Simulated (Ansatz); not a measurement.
A plane-wave DFT run in Ansatz 0.2.0 (scalar-relativistic PAW potentials unless the input names others): input and command.

```yaml
crystal:
  lattice:
    - [0.0, 3.3266370573, 3.3266370573]
    - [3.3266370573, 0.0, 3.3266370573]
    - [3.3266370573, 3.3266370573, 0.0]
  atoms:
    - { symbol: Na, position: [0.25, 0.25, 0.25] }
    - { symbol: Na, position: [0.75, 0.75, 0.75] }
    - { symbol: S, position: [0.0, 0.0, 0.0] }
basis:
  ecutwfc: 420
kpoints:
  mp_grid: { grid: [8, 8, 8] }
hamiltonian:
  xc: pbe
scf:
  occupations: { method: tetrahedron }
output:
  forces: true
  eigenvalues: true
  stress: true
```

```bash
ansatz run input.yaml --threads 1 --pin off --max-ram 1228MiB --backend cpu --events-out ev --progress --plain --runs-dir out
```

Abridged log:
```
Warning: output.forces, output.stress, relax.cell or npt_langevin: where a Kohn–Sham band that disperses or a degenerate level is filled in part under the method tetrahedron, the forces or the stress that this run publishes need not agree with its energy (scf.occupations.method in the input reference, under Limitations); prefer a smearing scheme for the forces or the stress
Basis set: ecut = 420 eV, 1459 PW (Γ), exchange–correlation on 64×64×64 points (8 copies of the dense FFT grid, shifted against one another)
Bands: 16, of which v1, the nominal top of the filled ones, is band 12 counted from 1 (11 counted from 0)
Symmetry: 48 space group operations
k-points: 29 of 512
SCF iter   1: F=—  HF=-3878.134754 eV  |F-HF|=—  |Δ(HF+E_count)|=         —  Δρ=3.13e-4  dr2=4.80e-5  ethr=1.77e-3  ⟨swp⟩=6.0  Hψ=2227  notcnv=0
SCF iter   2: F=—  HF=-3878.134118 eV  |F-HF|=—  |Δ(HF+E_count)|=   6.36e-4  Δρ=6.23e-4  dr2=6.58e-4  ethr=2.00e-7  ⟨swp⟩=3.0  Hψ=1369  notcnv=0
SCF iter   3: F=—  HF=-3878.133982 eV  |F-HF|=—  |Δ(HF+E_count)|=   1.36e-4  Δρ=3.16e-4  dr2=1.73e-4  ethr=2.00e-7  ⟨swp⟩=3.0  Hψ=771  notcnv=0
SCF iter   4: F=—  HF=-3878.133955 eV  |F-HF|=—  |Δ(HF+E_count)|=   2.77e-5  Δρ=6.94e-5  dr2=2.77e-6  ethr=2.00e-7  ⟨swp⟩=3.2  Hψ=995  notcnv=0
SCF iter   5: F=—  HF=-3878.133958 eV  |F-HF|=—  |Δ(HF+E_count)|=   3.94e-6  Δρ=9.54e-5  dr2=1.37e-5  ethr=1.16e-8  ⟨swp⟩=3.8  Hψ=1014  notcnv=0
SCF iter   6: F=—  HF=-3878.133955 eV  |F-HF|=—  |Δ(HF+E_count)|=   3.65e-6  Δρ=3.74e-5  dr2=2.09e-6  ethr=1.16e-8  ⟨swp⟩=2.4  Hψ=712  notcnv=0
SCF iter   7: F=—  HF=-3878.133954 eV  |F-HF|=—  |Δ(HF+E_count)|=   5.73e-7  Δρ=1.31e-5  dr2=2.59e-7  ethr=8.69e-9  ⟨swp⟩=2.0  Hψ=648  notcnv=0
SCF iter   8: F=-3878.133954 eV  HF=-3878.133954 eV  |F-HF|=1.21e-8  |Δ(HF+E_count)|=   7.31e-8  Δρ=3.21e-6  dr2=1.57e-8  ethr=4.17e-10  ⟨swp⟩=2.4  Hψ=1624  notcnv=0
SCF 1 converged in 8 iterations: F = -3878.133954 eV  dr2 = 1.57e-8
SCF converged after 8 iterations
Stability not checked: this state was not tested for a lower state beside it, because cold or Methfessel-Paxton smearing, or corrected tetrahedra, fill the levels in a way that the test cannot read (fill_not_monotonic; see scf.lower_state_search)
Free energy (F): -3878.133954 eV
Harris-Foulkes:  -3878.133954 eV  (|F-HF|=1.21e-8)
Internal energy: -3878.133954 eV  (E = F + TS)
E sigma→0 (E₀):  -3878.133954 eV
Fermi energy:    1.733292 eV
--- Forces (eV/Å), atoms counted from 1 ---
  atom   1  Na     0.00000000     0.00000000     0.00000000
  atom   2  Na     0.00000000     0.00000000     0.00000000
  atom   3  S      0.00000000     0.00000000     0.00000000
--- Stress (GPa, compression-positive) ---
       -1.000462       0.000000       0.000000
        0.000000      -1.000462       0.000000
        0.000000       0.000000      -1.000462
  P = ⅓ Tr σ = -1.0005 GPa (-10.005 kbar)
```

Apart from outputs, empty bands and the relaxation, which only the reference makes, the input differs from a reference run on usual settings in scf.occupations.method: "fixed" → "tetrahedron". The reference, at the same geometry, ended its own course with pressure -1.00 GPa, largest force 0.000 eV/Å, gap on the mesh 2.32 eV. This run converged in 8 SCF iterations with an energy at zero smearing within 0.01 meV/atom of the reference's, pressure -1.00 GPa, largest force 0.000 eV/Å, gap on the mesh 2.32 eV.

Time: 2.2 s on 1 thread of Arm Neoverse V2 (shared host), peak memory 0.31 GiB.